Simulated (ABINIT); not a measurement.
The system is Au.

```xyz
1
Lattice="2.7484 0.0000 0.0000 0.0000 2.7484 0.0000 0.0000 0.0000 2.7484" Properties=species:S:1:pos:R:3 pbc="T T T"
Au    1.3742    1.3742    1.3742
```

The cell was built by a generator and needn't be a form met in nature.

Base run:

```yaml
Program: ABINIT 10.8.3 (patched build)
Functional: PBEsol
Potentials_or_basis: JTH PAW PBE v2.0
Cutoff: 653 eV
k_mesh: 10 × 10 × 10
Occupations: fermi-dirac, width 0.05 eV
Spin: no spin polarisation
```

Its results: band gap on the k mesh none (metal or under the smearing width); pressure -5.8 GPa.

Q: After a change of settings the same cell gave: band gap on the k mesh none (metal or under the smearing width); pressure 8.0 GPa. Which change was it?
A. functional from PBEsol to BLYP
B. functional from PBEsol to LDA
C. functional from PBEsol to r2SCAN
D. functional from PBEsol to AM05

A: A.

BLYP binds less tightly than PBEsol, so the same cell stands under more pressure.

Caveats: the PAW data sets were made with another functional, which shifts forces and pressure a little; spin-orbit coupling is left out, which moves the levels of the heavy elements.
